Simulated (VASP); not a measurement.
Al: single point with PBE

The system is Al.

```
Al
1.0
     0.00000    2.02481    2.02481
     2.02481    0.00000    2.02481
     2.02481    2.02481    0.00000
Al
1
Direct
  0.00000 0.00000 0.00000
```

| Property | Result |
| --- | --- |
| Program | VASP 6.6.1 |
| Task | single point |
| Functional | PBE |
| Potentials or basis | VASP PAW PBE potentials, release 64 (Al) |
| Cutoff | 900 eV |
| k mesh | 17 × 17 × 17 |
| Occupations | fermi-dirac, width 0.1 eV |
| Spin | no spin polarisation |
| Further INCAR settings | ADDGRID = False; ALGO = Normal; EDIFF = 1e-08; NBANDS = 8 |

The pressure is -0.5 GPa and the band gap on the k mesh is none (metal or under the smearing width).

Levels at points of the mesh, in eV from the Fermi level:
```csv
k point,band 1,band 2,band 3,band 4,band 5,band 6
"(0.00, 0.00, 0.00)",-11.08,12.59,12.59,12.59,14.04,14.04
```

Wall time 18 s on 1 thread of Intel(R) Xeon(R) 6975P-C (Granite Rapids), on a shared host, peak memory 0.17 GiB.
